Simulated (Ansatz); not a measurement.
# Ag: eigenvalues along the path

```yaml
crystal:
  lattice:
    - [2.88620, 0.00000, 0.00000]
    - [-1.44310, 2.49952, 0.00000]
    - [0.00000, 0.00000, 10.00000]
  atoms:
    - { symbol: Ag, position: [0.33333, 0.66667, 0.25000] }
    - { symbol: Ag, position: [0.66667, 0.33333, 0.75000] }
    - { symbol: Ag, position: [0.00000, 0.00000, 0.00000] }
    - { symbol: Ag, position: [0.00000, 0.00000, 0.50000] }
```

Atoms are numbered in the order listed.

The geometry is COD entry 1509194, unchecked; take it as a test cell.

These are results of Ansatz 0.2.0, DFT, PBE, all-electron LAPW, scalar-relativistic, not measurements.

The runs use a Γ-centred 16×16×4 k mesh, Fermi–Dirac smearing of 0.05 eV, basis error target 1 meV/atom, no spin polarisation.

Path points, in fractions of the reciprocal vectors: Γ (0.000, 0.000, 0.000), M (0.500, 0.000, 0.000), K (0.333, 0.333, 0.000), A (0.000, 0.000, 0.500), L (0.500, 0.000, 0.500), H (0.333, 0.333, 0.500). Levels in eV from the Fermi level; bands 17 to 44, counted from the lowest band of the run. The gap is zero.

```
# k(1/Å) point b17 b18 b19 b20 b21 b22 b23 b24 b25 b26 b27 b28 b29 b30 b31 b32 b33 b34 b35 b36 b37 b38 b39 b40 b41 b42 b43 b44
0.000 Γ -7.37 -6.20 -6.20 -6.11 -4.81 -4.56 -4.56 -4.53 -4.53 -4.43 -4.43 -4.43 -4.42 -4.39 -4.39 -3.70 -3.70 -3.42 -3.42 -3.31 -3.31 -3.00 -3.00 -0.63 2.57 9.51 9.52 15.51
0.157 - -7.26 -6.10 -6.10 -6.04 -4.79 -4.62 -4.57 -4.57 -4.51 -4.51 -4.48 -4.44 -4.37 -4.33 -4.32 -3.76 -3.74 -3.42 -3.34 -3.32 -3.23 -3.19 -2.99 -0.30 2.59 9.60 9.61 15.51
0.314 - -6.94 -5.86 -5.84 -5.83 -4.83 -4.75 -4.72 -4.67 -4.65 -4.45 -4.35 -4.35 -4.32 -4.21 -4.18 -3.88 -3.82 -3.67 -3.42 -3.34 -3.04 -3.02 -2.98 0.47 2.68 9.86 9.87 14.05
0.471 - -6.47 -5.67 -5.54 -5.50 -5.04 -4.94 -4.80 -4.69 -4.65 -4.43 -4.20 -4.18 -4.17 -4.12 -3.96 -3.95 -3.92 -3.89 -3.43 -3.36 -2.97 -2.73 -2.72 1.45 2.84 10.26 10.27 11.82
0.628 - -6.00 -5.66 -5.53 -5.39 -5.15 -5.14 -4.73 -4.65 -4.59 -4.44 -4.16 -4.15 -3.91 -3.89 -3.83 -3.82 -3.67 -3.64 -3.39 -3.33 -2.95 -2.32 -2.31 2.56 3.14 9.53 10.56 10.78
0.786 - -5.85 -5.77 -5.70 -5.49 -5.32 -5.16 -4.85 -4.53 -4.52 -4.43 -4.24 -3.76 -3.73 -3.59 -3.55 -3.35 -3.30 -3.24 -3.19 -3.18 -2.94 -1.70 -1.68 3.59 3.72 7.33 8.95 9.09
0.943 - -5.94 -5.88 -5.88 -5.61 -5.47 -5.19 -5.00 -4.64 -4.34 -4.32 -4.18 -3.73 -3.72 -3.20 -3.13 -3.06 -3.04 -3.00 -2.97 -2.91 -2.16 -0.79 -0.76 4.02 4.82 5.49 7.07 7.27
1.100 - -6.03 -6.00 -5.97 -5.71 -5.58 -5.23 -5.09 -4.74 -4.38 -4.15 -4.05 -3.74 -3.73 -3.00 -2.98 -2.87 -2.85 -2.80 -2.79 -2.77 -0.87 0.27 0.34 2.94 4.86 4.89 6.18 6.78
1.257 M -6.06 -6.04 -6.00 -5.74 -5.62 -5.24 -5.11 -4.77 -4.40 -4.05 -4.04 -3.75 -3.74 -2.97 -2.94 -2.79 -2.78 -2.74 -2.73 -2.69 0.07 0.88 1.16 1.68 4.23 4.25 6.82 7.36
1.348 - -6.03 -6.03 -5.97 -5.71 -5.59 -5.23 -5.11 -4.78 -4.41 -4.10 -4.05 -3.74 -3.73 -2.99 -2.94 -2.84 -2.82 -2.79 -2.75 -2.73 0.17 0.98 1.21 1.73 4.24 4.26 6.86 7.41
1.438 - -5.97 -5.96 -5.91 -5.63 -5.53 -5.18 -5.11 -4.80 -4.43 -4.21 -4.06 -3.75 -3.71 -3.06 -3.01 -2.95 -2.94 -2.89 -2.81 -2.77 0.44 1.26 1.36 1.90 4.29 4.31 6.99 7.55
1.529 - -5.89 -5.85 -5.80 -5.49 -5.42 -5.11 -5.10 -4.85 -4.47 -4.36 -4.09 -3.76 -3.74 -3.24 -3.22 -3.10 -3.00 -2.94 -2.92 -2.81 0.84 1.59 1.68 2.16 4.38 4.40 7.20 7.77
1.620 - -5.78 -5.72 -5.65 -5.32 -5.27 -5.11 -5.00 -4.91 -4.52 -4.52 -4.11 -3.85 -3.76 -3.50 -3.42 -3.20 -3.11 -3.01 -2.95 -2.85 1.30 1.88 2.20 2.51 4.49 4.53 7.48 7.72
1.710 - -5.67 -5.58 -5.47 -5.13 -5.13 -5.09 -4.98 -4.91 -4.68 -4.55 -4.13 -4.04 -3.77 -3.74 -3.59 -3.31 -3.20 -3.08 -2.96 -2.92 1.80 2.21 2.79 2.93 4.65 4.71 6.68 7.85
1.801 - -5.54 -5.44 -5.27 -5.17 -5.08 -4.96 -4.87 -4.85 -4.81 -4.57 -4.25 -4.10 -4.03 -3.75 -3.70 -3.42 -3.25 -3.11 -2.99 -2.98 2.32 2.57 3.41 3.43 4.83 4.93 5.59 7.34
1.892 - -5.41 -5.30 -5.23 -5.17 -5.09 -5.03 -4.84 -4.75 -4.65 -4.57 -4.41 -4.26 -4.04 -3.88 -3.65 -3.51 -3.26 -3.13 -3.07 -3.00 2.86 2.96 3.92 4.11 4.46 5.02 5.27 6.29
1.983 K -5.28 -5.28 -5.24 -5.16 -5.16 -5.00 -4.79 -4.79 -4.56 -4.46 -4.46 -4.44 -3.97 -3.97 -3.59 -3.59 -3.24 -3.13 -3.13 -3.01 3.40 3.42 3.42 4.24 4.81 4.81 5.63 5.63
2.164 - -5.40 -5.38 -5.37 -5.12 -5.03 -4.98 -4.92 -4.77 -4.57 -4.53 -4.53 -4.21 -3.98 -3.95 -3.65 -3.49 -3.40 -3.06 -2.96 -2.95 1.43 2.84 2.91 4.47 4.68 6.19 6.40 6.46
2.345 - -5.49 -5.47 -5.38 -5.22 -5.17 -4.93 -4.82 -4.71 -4.66 -4.52 -4.49 -4.20 -4.06 -3.99 -3.62 -3.62 -3.42 -2.96 -2.87 -2.83 -0.33 1.01 1.04 5.44 6.12 6.18 6.19 7.73
2.527 - -5.49 -5.44 -5.28 -5.26 -5.20 -4.98 -4.94 -4.74 -4.65 -4.53 -4.41 -4.33 -4.26 -4.01 -3.80 -3.54 -3.33 -2.99 -2.94 -2.89 -1.78 -0.59 -0.56 4.32 4.78 7.71 7.94 9.40
2.708 - -5.54 -5.39 -5.33 -5.25 -5.15 -5.09 -4.82 -4.80 -4.78 -4.77 -4.43 -4.27 -4.22 -4.17 -3.83 -3.46 -3.29 -3.27 -3.24 -3.09 -2.82 -1.79 -1.76 3.32 3.47 9.75 9.93 11.00
2.890 - -6.19 -5.47 -5.34 -5.32 -5.14 -4.98 -4.89 -4.86 -4.81 -4.45 -4.43 -4.36 -4.14 -4.07 -3.98 -3.70 -3.70 -3.58 -3.40 -3.30 -3.14 -2.52 -2.46 1.96 2.97 10.50 10.52 11.97
3.071 - -6.80 -5.77 -5.73 -5.72 -4.90 -4.78 -4.76 -4.72 -4.71 -4.46 -4.36 -4.28 -4.27 -4.11 -4.09 -4.03 -3.78 -3.75 -3.37 -3.35 -3.14 -2.94 -2.85 0.76 2.72 9.98 9.98 14.08
3.252 - -7.22 -6.07 -6.07 -6.01 -4.78 -4.65 -4.59 -4.58 -4.54 -4.49 -4.46 -4.45 -4.35 -4.32 -4.32 -3.79 -3.74 -3.44 -3.32 -3.30 -3.25 -3.21 -2.99 -0.20 2.60 9.63 9.64 15.45
3.434 Γ -7.37 -6.20 -6.20 -6.11 -4.81 -4.56 -4.56 -4.53 -4.53 -4.43 -4.43 -4.43 -4.42 -4.39 -4.39 -3.70 -3.70 -3.42 -3.42 -3.31 -3.31 -3.00 -3.00 -0.63 2.57 9.51 9.52 15.51
3.473 - -7.36 -6.27 -6.14 -6.11 -4.81 -4.56 -4.56 -4.55 -4.53 -4.53 -4.43 -4.43 -4.39 -4.39 -4.27 -3.70 -3.70 -3.43 -3.43 -3.30 -3.30 -3.00 -3.00 -0.69 2.64 8.96 10.07 15.50
3.512 - -7.34 -6.35 -6.11 -6.10 -4.81 -4.64 -4.56 -4.56 -4.53 -4.53 -4.43 -4.43 -4.39 -4.39 -4.09 -3.70 -3.70 -3.45 -3.45 -3.28 -3.28 -3.01 -3.01 -0.84 2.83 8.41 10.63 15.46
3.552 - -7.31 -6.45 -6.10 -6.08 -4.81 -4.71 -4.55 -4.55 -4.53 -4.53 -4.43 -4.43 -4.40 -4.40 -3.89 -3.69 -3.69 -3.47 -3.47 -3.26 -3.26 -3.02 -3.02 -1.07 3.11 7.86 11.18 15.37
3.591 - -7.26 -6.55 -6.09 -6.06 -4.82 -4.76 -4.55 -4.55 -4.52 -4.52 -4.44 -4.44 -4.40 -4.40 -3.67 -3.67 -3.66 -3.50 -3.50 -3.23 -3.23 -3.03 -3.03 -1.34 3.47 7.32 11.73 15.20
3.630 - -7.21 -6.66 -6.09 -6.06 -4.82 -4.80 -4.54 -4.54 -4.52 -4.52 -4.44 -4.44 -4.41 -4.41 -3.66 -3.66 -3.53 -3.53 -3.40 -3.20 -3.20 -3.05 -3.05 -1.64 3.87 6.79 12.27 14.95
3.669 - -7.14 -6.77 -6.08 -6.05 -4.83 -4.82 -4.54 -4.54 -4.52 -4.52 -4.44 -4.44 -4.42 -4.42 -3.64 -3.64 -3.55 -3.55 -3.17 -3.17 -3.14 -3.07 -3.07 -1.95 4.31 6.26 12.79 14.61
3.709 - -7.06 -6.87 -6.07 -6.06 -4.83 -4.83 -4.53 -4.53 -4.52 -4.52 -4.44 -4.44 -4.43 -4.43 -3.62 -3.62 -3.57 -3.57 -3.14 -3.14 -3.09 -3.09 -2.85 -2.25 4.77 5.75 13.29 14.21
3.748 A -6.97 -6.97 -6.06 -6.06 -4.83 -4.83 -4.52 -4.52 -4.52 -4.52 -4.44 -4.44 -4.44 -4.44 -3.60 -3.60 -3.60 -3.60 -3.11 -3.11 -3.11 -3.11 -2.56 -2.56 5.25 5.25 13.77 13.77
3.905 - -6.86 -6.86 -5.99 -5.99 -4.84 -4.84 -4.55 -4.55 -4.47 -4.47 -4.46 -4.46 -4.39 -4.39 -3.64 -3.64 -3.62 -3.62 -3.44 -3.44 -3.11 -3.11 -2.15 -2.15 5.33 5.33 13.88 13.88
4.062 - -6.56 -6.56 -5.78 -5.78 -4.86 -4.86 -4.62 -4.62 -4.50 -4.50 -4.31 -4.31 -4.25 -4.25 -3.98 -3.98 -3.66 -3.66 -3.60 -3.60 -3.10 -3.10 -1.53 -1.53 5.57 5.57 14.16 14.16
4.219 - -6.15 -6.15 -5.56 -5.56 -4.89 -4.89 -4.77 -4.77 -4.46 -4.46 -4.27 -4.27 -4.12 -4.12 -4.04 -4.04 -3.68 -3.68 -3.61 -3.61 -3.10 -3.10 -0.87 -0.87 5.98 5.98 12.20 12.20
4.376 - -5.84 -5.84 -5.52 -5.52 -5.04 -5.04 -4.81 -4.81 -4.41 -4.41 -4.05 -4.05 -4.01 -4.01 -3.74 -3.74 -3.55 -3.55 -3.54 -3.54 -3.09 -3.09 -0.15 -0.15 6.55 6.55 9.98 9.98
4.534 - -5.77 -5.77 -5.63 -5.63 -5.31 -5.31 -4.81 -4.81 -4.10 -4.10 -4.07 -4.07 -3.66 -3.66 -3.43 -3.43 -3.28 -3.28 -3.06 -3.06 -3.06 -3.06 0.64 0.64 7.13 7.13 7.96 7.96
4.691 - -5.85 -5.85 -5.74 -5.74 -5.52 -5.52 -4.86 -4.86 -4.16 -4.16 -3.75 -3.75 -3.51 -3.51 -3.25 -3.25 -3.03 -3.03 -2.93 -2.93 -1.96 -1.96 1.52 1.52 5.74 5.74 8.00 8.00
4.848 - -5.93 -5.93 -5.82 -5.82 -5.65 -5.65 -4.90 -4.90 -4.20 -4.20 -3.60 -3.60 -3.36 -3.36 -3.22 -3.22 -2.84 -2.84 -2.77 -2.77 -0.61 -0.61 2.04 2.04 4.47 4.47 6.99 6.99
5.005 L -5.97 -5.97 -5.85 -5.85 -5.69 -5.69 -4.91 -4.91 -4.21 -4.21 -3.56 -3.56 -3.29 -3.29 -3.21 -3.21 -2.77 -2.77 -2.70 -2.70 0.43 0.43 1.52 1.52 4.56 4.56 6.03 6.03
5.096 - -5.94 -5.94 -5.82 -5.82 -5.68 -5.68 -4.90 -4.90 -4.23 -4.23 -3.57 -3.57 -3.37 -3.37 -3.18 -3.18 -2.79 -2.79 -2.74 -2.74 0.52 0.52 1.58 1.58 4.59 4.59 6.06 6.06
5.186 - -5.86 -5.86 -5.75 -5.75 -5.65 -5.65 -4.87 -4.87 -4.29 -4.29 -3.61 -3.61 -3.50 -3.50 -3.18 -3.18 -2.84 -2.84 -2.82 -2.82 0.75 0.75 1.76 1.76 4.68 4.68 6.13 6.13
5.277 - -5.74 -5.74 -5.63 -5.63 -5.61 -5.61 -4.83 -4.83 -4.36 -4.36 -3.74 -3.74 -3.62 -3.62 -3.23 -3.23 -2.95 -2.95 -2.87 -2.87 1.10 1.10 2.02 2.02 4.83 4.83 6.25 6.25
5.368 - -5.61 -5.61 -5.52 -5.52 -5.49 -5.49 -4.78 -4.78 -4.44 -4.44 -3.93 -3.93 -3.73 -3.73 -3.33 -3.33 -3.05 -3.05 -2.90 -2.90 1.53 1.53 2.33 2.33 5.06 5.06 6.41 6.41
5.458 - -5.53 -5.53 -5.36 -5.36 -5.35 -5.35 -4.76 -4.76 -4.48 -4.48 -4.13 -4.13 -3.86 -3.86 -3.45 -3.45 -3.11 -3.11 -2.93 -2.93 2.03 2.03 2.68 2.68 5.37 5.37 6.60 6.60
5.549 - -5.46 -5.46 -5.23 -5.23 -5.17 -5.17 -4.80 -4.80 -4.47 -4.47 -4.31 -4.31 -3.95 -3.95 -3.57 -3.57 -3.13 -3.13 -2.96 -2.96 2.57 2.57 3.05 3.05 5.64 5.64 6.20 6.20
5.640 - -5.42 -5.42 -5.16 -5.16 -5.00 -5.00 -4.83 -4.83 -4.47 -4.47 -4.45 -4.45 -3.98 -3.98 -3.66 -3.66 -3.13 -3.13 -3.01 -3.01 3.13 3.13 3.44 3.44 4.88 4.88 6.34 6.34
5.731 H -5.40 -5.40 -5.14 -5.14 -4.94 -4.94 -4.84 -4.84 -4.50 -4.50 -4.49 -4.49 -3.97 -3.97 -3.70 -3.70 -3.12 -3.12 -3.03 -3.03 3.69 3.69 3.72 3.72 4.01 4.01 6.75 6.75
5.912 - -5.44 -5.44 -5.20 -5.20 -4.98 -4.98 -4.91 -4.91 -4.46 -4.46 -4.36 -4.36 -4.01 -4.01 -3.67 -3.67 -3.19 -3.19 -2.90 -2.90 1.77 1.77 4.41 4.41 5.13 5.13 5.59 5.59
6.093 - -5.47 -5.47 -5.31 -5.31 -5.02 -5.02 -4.97 -4.97 -4.38 -4.38 -4.28 -4.28 -4.07 -4.07 -3.69 -3.69 -3.23 -3.23 -2.78 -2.78 -0.06 -0.06 3.08 3.08 6.42 6.42 6.75 6.75
6.275 - -5.41 -5.41 -5.37 -5.37 -5.02 -5.02 -5.00 -5.00 -4.51 -4.51 -4.27 -4.27 -4.09 -4.09 -3.73 -3.73 -3.26 -3.26 -2.86 -2.86 -1.61 -1.61 1.60 1.60 7.92 7.92 8.14 8.14
6.456 - -5.51 -5.51 -5.24 -5.24 -5.10 -5.10 -4.89 -4.89 -4.69 -4.69 -4.43 -4.43 -3.96 -3.96 -3.77 -3.77 -3.39 -3.39 -3.06 -3.06 -2.78 -2.78 0.41 0.41 7.03 7.03 10.16 10.16
6.638 - -5.91 -5.91 -5.37 -5.37 -5.01 -5.01 -4.77 -4.77 -4.60 -4.60 -4.49 -4.49 -3.94 -3.94 -3.88 -3.88 -3.67 -3.67 -3.47 -3.47 -3.10 -3.10 -0.53 -0.53 6.24 6.24 12.37 12.37
6.819 - -6.43 -6.43 -5.70 -5.70 -4.89 -4.89 -4.65 -4.65 -4.53 -4.53 -4.25 -4.25 -4.20 -4.20 -4.06 -4.06 -3.69 -3.69 -3.59 -3.59 -3.10 -3.10 -1.33 -1.33 5.68 5.68 14.24 14.24
7.000 - -6.83 -6.83 -5.96 -5.96 -4.84 -4.84 -4.56 -4.56 -4.47 -4.47 -4.45 -4.45 -4.37 -4.37 -3.66 -3.66 -3.63 -3.63 -3.50 -3.50 -3.11 -3.11 -2.06 -2.06 5.36 5.36 13.92 13.92
7.182 A -6.97 -6.97 -6.06 -6.06 -4.83 -4.83 -4.52 -4.52 -4.52 -4.52 -4.44 -4.44 -4.44 -4.44 -3.60 -3.60 -3.60 -3.60 -3.11 -3.11 -3.11 -3.11 -2.56 -2.56 5.25 5.25 13.77 13.77
```
